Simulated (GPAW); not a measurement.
# Te2Mo in GPAW: a series of runs

Runs on Te2Mo. Level: LDA. Tasks: band structure, equation of state.

Everything below comes from runs of GPAW 26.7.0. Logs are shortened: lines on timing, memory, paths and dates and some standing lists are left out, and cuts for length are marked. The log counts tension as positive stress, the text compression.

## Step 1: The structure

The cell holds a slab with vacuum, 3 atoms: a = 3.560 Å, b = 3.560 Å, c = 17.524 Å, α = 90.00°, β = 90.00°, γ = 120.00°.

## Step 2: Band structure, LDA

run.py reads:

```python
from ase import Atoms
from ase.dft.bandgap import bandgap
from ase.io import write
from ase.units import GPa
from gpaw import GPAW, PW

atoms = Atoms(['Te', 'Te', 'Mo'],
              cell=[[3.560232814, 0.0, 0.0],
                    [-1.780116407, 3.0832520603, 0.0],
                    [0.0, 0.0, 17.52405782]],
              scaled_positions=[[0.3333333333, 0.6666666667, 0.10214455],
                                [0.3333333333, 0.6666666667, 0.89785545],
                                [0.0, 0.0, 0.0]],
              pbc=True)

calc = GPAW(mode=PW(600),
            xc='LDA',
            kpts={'size': (7, 7, 2), 'gamma': True},
            occupations={'name': 'fermi-dirac', 'width': 0.05},
            nbands=25,
            convergence={'density': 1e-05, 'energy': 1e-05},
            maxiter=150,
            txt='gpaw.txt')
atoms.calc = calc
energy = atoms.get_potential_energy()
forces = atoms.get_forces()
stress = atoms.get_stress()
calc.write('gs.gpw')
write('result.traj', atoms)
print(f'Energy: {energy:.6f} eV')
print('Forces (eV/A):')
print(forces.round(4))
print('Stress (GPa):', (stress / GPa).round(3))
print('Fermi level:', round(calc.get_fermi_level(), 4), 'eV')
print(f'Gap: {bandgap(calc)[0]:.4f} eV, direct: {bandgap(calc, direct=True)[0]:.4f} eV')

path = atoms.cell.bandpath('GMKGALHA,LM,KH', npoints=80, eps=1e-4)
bs_calc = calc.fixed_density(kpts=path, symmetry='off', nbands=53,
                             convergence={'bands': 'CBM+6.0', 'eigenstates': 1e-6}, txt='bands.txt')
bs = bs_calc.band_structure()
bs.write('bs.json')
print(f'Gap on the path: {bandgap(bs_calc)[0]:.4f} eV')
```

Potentials or basis: the program's PAW data sets (release 1.2.1) made for this functional, pw.

On the command line:

```console
OMP_NUM_THREADS=1 python run.py
```

gpaw.txt:

```text
__  _  _
 | _ |_)|_||  |
 |__||  | ||/\| - 26.7.0

Input parameters:
  mode=PW(ecut=600.0),
  convergence={'density': 1e-05, 'energy': 1e-05},
  kpts=MonkhorstPack(size=(7, 7, 2), gamma=True),
  maxiter=150,
  nbands=25,
  occupations=Occupations(name='fermi-dirac', width=0.05),
  xc=XC(name='LDA')

Diagonalizing LCAO Hamiltonian
Converting LCAO to pw mode

         Te

         Te

       Mo

Atoms  # Å, Bohr magnetons
|   | symbol |         x |        y |         z |    initial magnetic moments |
|---|--------|-----------|----------|-----------|-----------------------------|
| 0 |     Te | -0.000000 | 2.055501 |  1.789987 | ( 0.0000,  0.0000,  0.0000) |
| 1 |     Te | -0.000000 | 2.055501 | 15.734071 | ( 0.0000,  0.0000,  0.0000) |
| 2 |     Mo |  0.000000 | 0.000000 |  0.000000 | ( 0.0000,  0.0000,  0.0000) |

Unit cell  # Å
| periodic |         x |        y |         z |   lengths |     angles |
|----------|-----------|----------|-----------|-----------|------------|
|      yes |  3.560233 | 0.000000 |  0.000000 |  3.560233 |  90.000000 |
|      yes | -1.780116 | 3.083252 |  0.000000 |  3.560233 |  90.000000 |
|      yes |  0.000000 | 0.000000 | 17.524058 | 17.524058 | 120.000000 |

Number of symmetries: 12
Symmetry operations  # r_c * U_cc + t_c -> r_c
|    | kind |            matrix            |
|----|------|------------------------------|
|  0 |  σ   |  1, 1, 0,  0,-1, 0,  0, 0, 1 |
|  1 |  C2  |  1, 1, 0,  0,-1, 0,  0, 0,-1 |
|  2 |  E   |  1, 0, 0,  0, 1, 0,  0, 0, 1 |
|  3 |  σ   |  1, 0, 0,  0, 1, 0,  0, 0,-1 |
|  4 |  C3  |  0, 1, 0, -1,-1, 0,  0, 0, 1 |
|  5 |  S3  |  0, 1, 0, -1,-1, 0,  0, 0,-1 |
|  6 |  σ   |  0,-1, 0, -1, 0, 0,  0, 0, 1 |
|  7 |  C2  |  0,-1, 0, -1, 0, 0,  0, 0,-1 |
|  8 |  σ   | -1, 0, 0,  1, 1, 0,  0, 0, 1 |
|  9 |  C2  | -1, 0, 0,  1, 1, 0,  0, 0,-1 |
| 10 |  C3  | -1,-1, 0,  1, 0, 0,  0, 0, 1 |
| 11 |  S3  | -1,-1, 0,  1, 0, 0,  0, 0,-1 |

BZ-sampling:
  Number of BZ points: 98
  Number of IBZ points: 16

  Monkhorst-Pack size: [7, 7, 2]
  Monkhorst-Pack shift: [0.0, 0.0, 0.25]

K-points  # in reciprocal-cell coordinates
|     |                                coordinates |     weight |
|-----|--------------------------------------------|------------|
|   0 | (  0.00000000,   0.00000000,   0.00000000) | 0.01020408 |
|   1 | (  0.00000000,   0.00000000,   0.50000000) | 0.01020408 |
|   2 | (  0.14285714,   0.00000000,   0.00000000) | 0.06122449 |
|   3 | (  0.14285714,   0.00000000,   0.50000000) | 0.06122449 |
|   4 | (  0.28571429,  -0.14285714,   0.00000000) | 0.06122449 |
|   5 | (  0.28571429,  -0.14285714,   0.50000000) | 0.06122449 |
|   6 | (  0.28571429,   0.00000000,   0.00000000) | 0.06122449 |
|   7 | (  0.28571429,   0.00000000,   0.50000000) | 0.06122449 |
|   8 | (  0.42857143,  -0.14285714,   0.00000000) | 0.12244898 |
|   9 | (  0.42857143,  -0.14285714,   0.50000000) | 0.12244898 |
| ... |                                            |            |
|  15 | (  0.42857143,   0.42857143,   0.50000000) | 0.06122449 |

Plane wave coefficients: 6456
Cutoff: 600.0 eV

Spin-components: 1 (collinear spins)
Bands:           25
Projectors:      16
Spin-degeneracy: 2
Datatype:        complex128

Parallelization:
  kpt:    1
  domain: 1
  band:   1

Density:
  Valence electrons: 26.0
  Components: 1
  Grid points: [ 21  21 100]
  Charge: 0.0  # |e|

Potential:
  Grid points: [ 21  21 100]

species:
  Te:
    name:    Tellurium
    Z:       52.0
    valence: 6
    core:    46
    charge:  0.0  # [|e|]
    compensation charges:
      type: gauss
      rc: 0.36  # [Å]
      lmax: 2
    cutoffs:
      filter: 2.09  # [Å]
      core: 3.17  # [Å]
    projectors
    | kind |    occ | energy [eV] | rcut [Å] |
    |------|--------|-------------|----------|
    |   5s |  2.000 |     -15.337 |    1.180 |
    |   5p |  4.000 |      -6.113 |    1.196 |
    |    s |        |      11.875 |    1.180 |
    |    p |        |      21.098 |    1.196 |
    |    d |        |       0.000 |    1.238 |

    Using partial waves for Te as LCAO basis

  Mo:
    name:    Molybdenum
    Z:       42.0
    valence: 14
    core:    28
    charge:  0.0  # [|e|]
    compensation charges:
      type: gauss
      rc: 0.38  # [Å]
      lmax: 2
    cutoffs:
      filter: 2.16  # [Å]
      core: 1.42  # [Å]
    projectors
    | kind |    occ | energy [eV] | rcut [Å] |
    |------|--------|-------------|----------|
    |   4s |  2.000 |     -64.384 |    1.238 |
    |   5s |  1.000 |      -4.319 |    1.238 |
    |   4p |  6.000 |     -38.595 |    1.296 |
    |   5p |  0.000 |      -1.161 |    1.296 |
    |   4d |  5.000 |      -3.933 |    1.296 |
    |    d |        |      23.278 |    1.296 |

    Using partial waves for Mo as LCAO basis

Reference energy: -479294.805324  # eV

eigensolver:
  PPCG
  Converge bands: occupied
  niter=2

density mixing:
  MSR1-Mixer
  Pratt-step length: 0.05
  Maximum mixing coefficient: 0.75
  Old densities: 10
  SVD Regularization: 0.005
  Good broyden scale: 1.0
  Trust region scale: 1.0
  Backstep threshold: 4.0
  History deletion threshold: 6.0
  Fourier metric: weight=20.0, sigma=0.015

occupation numbers:
  Fermi-Dirac:
    width: 0.0500  # eV

poisson solver:
  ecut: 4800.0  # eV

xc functional:
  name: None

convergence criteria:
- Maximum integral of absolute [dens]ity change: 1e-05 electrons / valence electron
- Maximum [total energy] change in last 3 cyles: 1e-05 eV / valence electron
- Maximum integral of absolute [eigenst]ate change: 4e-08 eV^2 / valence electron
maximum number of iterations: 150

SCF iterations
|iter     | |      energy | eigst |  dens |
|---------|-|-------------|-------|-------|
|iter:   1| |  -21.817987 | +0.25 |       |
|iter:   2| |  -21.596495 | -1.54 | -1.06 |
|iter:   3| |  -21.081516 | -1.59 | -1.11 |
|iter:   4| |  -21.000237 | -1.96 | -1.44 |
|iter:   5| |  -20.995533 | -2.93 | -1.82 |
|iter:   6| |  -20.990828 | -3.46 | -2.06 |
|iter:   7| |  -20.990811 | -4.70 | -2.88 |
|iter:   8| |  -20.990813c| -5.55 | -3.52 |
|iter:   9| |  -20.990813c| -6.54 | -4.20 |
|iter:  10| |  -20.990813c| -7.34 | -4.96 |
|iter:  11| |  -20.990813c| -7.81c| -5.45c|

Converged in 11 steps
Energy contributions relative to reference atoms: (reference = -479294.805324)

Energy contributions:
  Kinetic:           2.596536
  Coulomb:          -7.313641
  Zero:             -0.069935
  External:          0.000000
  Xc:              -16.203773
  Entropy:          -0.000001
  Spinorbit:         0.000000
  ----------------------------
  Free energy:     -20.990813
  Extrapolated:    -20.990813

dipole moment: (-12.408326, -8.178992, -65.402684)  # |e|*Ang

Fermi level: 0.340
Eigenvalues  # (at kpt = [0.000, 0.000, 0.000])
| band index |      eig [eV] | occ [0-2] |
|------------|---------------|-----------|
|          0 |       -60.740 |     2.000 |
|        ... |               |           |
|          5 |       -11.791 |     2.000 |
|          6 |        -5.070 |     2.000 |
|          7 |        -1.877 |     2.000 |
|          8 |        -1.877 |     2.000 |
|          9 |        -1.811 |     2.000 |
|         10 |        -1.086 |     2.000 |
[... 8 lines left out ...]
|         19 |         5.448 |     0.000 |
|         20 |         6.153 |     0.000 |
|        ... |               |           |
|         24 |         9.086 |     0.000 |

Gap: 1.365 eV
Transition (v -> c):
  (s=0, k=12, n=12, [0.43, 0.29, 0.00]) -> (s=0, k=13, n=13, [0.43, 0.29, 0.50])
Direct/indirect transitions are different
Direct gap: 1.365 eV
Transition at: (s=0, k=12, n=12, [0.43, 0.29, 0.00])

Forces  # eV/Ang
|        x |        y |        z |
|----------|----------|----------|
|  0.00000 | -0.00000 | -0.52247 |  # Te   0
| -0.00000 | -0.00000 |  0.52247 |  # Te   1
|  0.00000 | -0.00000 |  0.00000 |  # Mo   2

Stress tensor  # eV/Ang^3
|        x |        y |        z |
|----------|----------|----------|
| 0.014531 | 0.000000 | 0.000000 |
| 0.000000 | 0.014531 | 0.000000 |
| 0.000000 | 0.000000 | 0.009806 |

# Writing to gs.gpw (mode='')
```

stdout:

```text
Energy: -20.990813 eV
Forces (eV/A):
[[ 0.     -0.     -0.5225]
 [-0.     -0.      0.5225]
 [ 0.     -0.      0.    ]]
Stress (GPa): [2.328 2.328 1.571 0.    0.    0.   ]
Fermi level: 0.3403 eV
Gap: 1.3653 eV, direct: 1.3653 eV
Gap on the path: 1.0350 eV
```

Run time: 6.7 min. Hardware: 1 thread of Arm Neoverse V1, shared host; peak memory 0.84 GiB.

Results:

```
Free energy             : -20.9908 eV
Largest force           : 0.522 eV/Å
Band gap along the path : 1.03 eV, direct
```

Forces in eV/Å, atoms in the order of the input:
```
Te   0.000  0.000 -0.522
Te   0.000  0.000  0.522
Mo   0.000  0.000  0.000
```

Levels at the corners of the path, in eV from the valence-band top:
| point | band 10 | band 11 | band 12 | band 13 | band 14 | band 15 | band 16 | band 17 |
| --- | --- | --- | --- | --- | --- | --- | --- | --- |
| Γ | -1.61 | -0.89 | -0.89 | -0.37 | 3.05 | 3.05 | 3.33 | 3.33 |
| M | -2.27 | -1.52 | -0.68 | -0.34 | 1.38 | 1.71 | 3.29 | 3.70 |
| K | -2.87 | -2.85 | -1.62 | 0.00 | 1.03 | 1.96 | 2.51 | 4.02 |
| Γ | -1.61 | -0.89 | -0.89 | -0.37 | 3.05 | 3.05 | 3.33 | 3.33 |
| A | -1.61 | -0.89 | -0.89 | -0.37 | 3.05 | 3.05 | 3.33 | 3.33 |
| L | -2.27 | -1.52 | -0.68 | -0.34 | 1.38 | 1.71 | 3.29 | 3.70 |
| H | -2.87 | -2.85 | -1.62 | 0.00 | 1.03 | 1.96 | 2.51 | 4.02 |
| A | -1.61 | -0.89 | -0.89 | -0.37 | 3.05 | 3.05 | 3.33 | 3.33 |
| L | -2.27 | -1.52 | -0.68 | -0.34 | 1.38 | 1.71 | 3.29 | 3.70 |
| M | -2.27 | -1.52 | -0.68 | -0.34 | 1.38 | 1.71 | 3.29 | 3.70 |
| K | -2.87 | -2.85 | -1.62 | 0.00 | 1.03 | 1.96 | 2.51 | 4.02 |
| H | -2.87 | -2.85 | -1.62 | 0.00 | 1.03 | 1.96 | 2.51 | 4.02 |

Caveat: spin-orbit coupling is left out, which moves the levels of the heavy elements.

## Step 3: Equation of state, LDA

run.py reads:

```python
from ase import Atoms
from ase.eos import EquationOfState
from ase.io import Trajectory
from ase.units import GPa
from gpaw import GPAW, PW

atoms = Atoms(['Te', 'Te', 'Mo'],
              cell=[[3.560232814, 0.0, 0.0],
                    [-1.780116407, 3.0832520603, 0.0],
                    [0.0, 0.0, 17.52405782]],
              scaled_positions=[[0.3333333333, 0.6666666667, 0.10214455],
                                [0.3333333333, 0.6666666667, 0.89785545],
                                [0.0, 0.0, 0.0]],
              pbc=True)

traj = Trajectory('eos.traj', 'w')
volumes, energies = [], []
for x in [0.94, 0.96, 0.98, 1.0, 1.02, 1.04, 1.06]:
    a = atoms.copy()
    a.set_cell(atoms.cell * x**(1 / 3), scale_atoms=True)
    calc = GPAW(mode=PW(600),
                xc='LDA',
                kpts={'size': (7, 7, 2), 'gamma': True},
                occupations={'name': 'fermi-dirac', 'width': 0.05},
                nbands=25,
                convergence={'density': 1e-05, 'energy': 1e-05},
                maxiter=150,
                txt=f'eos-{x:.2f}.txt')
    a.calc = calc
    energies.append(a.get_potential_energy(force_consistent=True))
    volumes.append(a.get_volume())
    p = -a.get_stress()[:3].mean() / GPa
    calc.write(f'eos-{x:.2f}.gpw')
    traj.write(a)
    print(f'{x:.2f} {volumes[-1]:10.4f} A^3 {energies[-1]:14.6f} eV {p:9.3f} GPa', flush=True)

v0, e0, B = EquationOfState(volumes, energies, eos='birchmurnaghan').fit()
print(f'V0 = {v0:.4f} A^3, E0 = {e0:.6f} eV, B0 = {B / GPa:.2f} GPa')
```

Potentials or basis: the program's PAW data sets (release 1.2.1) made for this functional, pw.

On the command line:

```console
OMP_NUM_THREADS=1 python run.py
```

Run time: 5.8 min. Hardware: 1 thread of Arm Neoverse V1, shared host; peak memory 0.48 GiB.

The run converged. Its results:

```yaml
Equilibrium_volume: 60.70 Å³/atom
Bulk_modulus_at_fixed_shape_and_positions: 43 GPa
Pressure_derivative_of_the_bulk_modulus: 4.5
```

Energy against volume, from the lowest point:
```csv
volume (Å³/atom),energy (meV/atom)
60.274,0.00
61.556,1.16
62.839,8.98
64.121,22.74
65.404,41.78
66.686,65.52
67.968,93.43
```

Caveat: the cell was scaled at fixed shape and fractional positions, which overstates the stiffness of a crystal with free parameters, most of all of layers and chains. Spin-orbit coupling is left out, which matters for the levels of Te.
